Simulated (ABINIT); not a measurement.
Write the native input for ABINIT 10.8.3 (patched build) that does the following.

```
Task                : band structure
Functional          : PBEsol
Potentials or basis : JTH PAW PBE v2.0
Cutoff              : 544 eV
k mesh              : 8 × 8 × 4
Occupations         : fermi-dirac, width 0.05 eV
Spin                : no spin polarisation
Fine-grid cutoff    : 1088.46 eV
```

MgS:

```
S Mg
1.0
     4.03462    0.00000    0.00000
    -2.01731    3.49409    0.00000
     0.00000    0.00000    6.43229
S Mg
2 2
Cartesian
  2.0173 1.1647 5.6556
  0.0000 2.3294 2.4394
  0.0000 2.3294 6.4050
  2.0173 1.1647 3.1888
```

The cell comes from a database or a generator and needn't be the stable form of this composition.

These files were run (other wordings do the same):

run.abi

```
# Datasets: ground state, then fixed potential
ndtset 2

# Pseudopotentials
pp_dirpath "./"
pseudos "S.GGA_PBE-JTH.xml, Mg.GGA_PBE-JTH.xml"

# Structure
acell 3*1.0 Angstrom
rprim
     4.0346224068     0.0000000000     0.0000000000
    -2.0173112034     3.4940854990     0.0000000000
     0.0000000000     0.0000000000     6.4322941800
ntypat 2
znucl 16 12
natom 4
typat 1 1 2 2
xred
     0.6666666667     0.3333333333     0.8792441500
     0.3333333333     0.6666666667     0.3792441500
     0.3333333333     0.6666666667     0.9957548500
     0.6666666667     0.3333333333     0.4957548500

# Plane-wave basis
ecut 20.0
pawecutdg 40.0
pawxcdev 0

# Exchange and correlation
ixc -116133

# Bands and occupations
occopt 3
tsmear 0.00183747

# SCF cycle
nstep 100

# Output
iomode 3
prtwf 0
prteig 0
prtebands 0
enunit 1
prtden1 1

# Dataset 1
kptopt1 1
ngkpt1 8 8 4
nshiftk1 1
shiftk1 0.0 0.0 0.0
nband1 20
tolvrs1 1.0e-9

# Dataset 2: bands along G-M-K-G-A-L-H-A
iscf2 -2
getden2 1
nband2 26
nbdbuf2 4
tolwfr2 1.0e-11
kptopt2 -7
ndivsm2 5
prteig2 1
prtvol2 -3
kptbounds2
     0.0000000000     0.0000000000     0.0000000000
     0.5000000000     0.0000000000     0.0000000000
     0.3333333333     0.3333333333     0.0000000000
     0.0000000000     0.0000000000     0.0000000000
     0.0000000000     0.0000000000     0.5000000000
     0.5000000000     0.0000000000     0.5000000000
     0.3333333333     0.3333333333     0.5000000000
     0.0000000000     0.0000000000     0.5000000000
```

Potentials or basis: JTH PAW PBE v2.0.

Command:

```bash
$ abinit run.abi > log 2>&1
```

Results of the run:

```yaml
Pressure: -0.4 GPa
Largest_force: 0.048 eV/Å
Band_gap_on_the_k_mesh: 3.27 eV, direct
Band_gap_along_the_path: 3.27 eV, direct
Valence_electrons_inside_the_program's_atomic_spheres: S 3.62; Mg 8.22
```

Caveat: the PAW data sets were made with another functional, which shifts forces and pressure a little.

It took 4.9 min on 1 thread of Intel(R) Xeon(R) Processor @ 2.50GHz (Skylake/Cascade Lake) (shared host), peak memory 0.17 GiB.
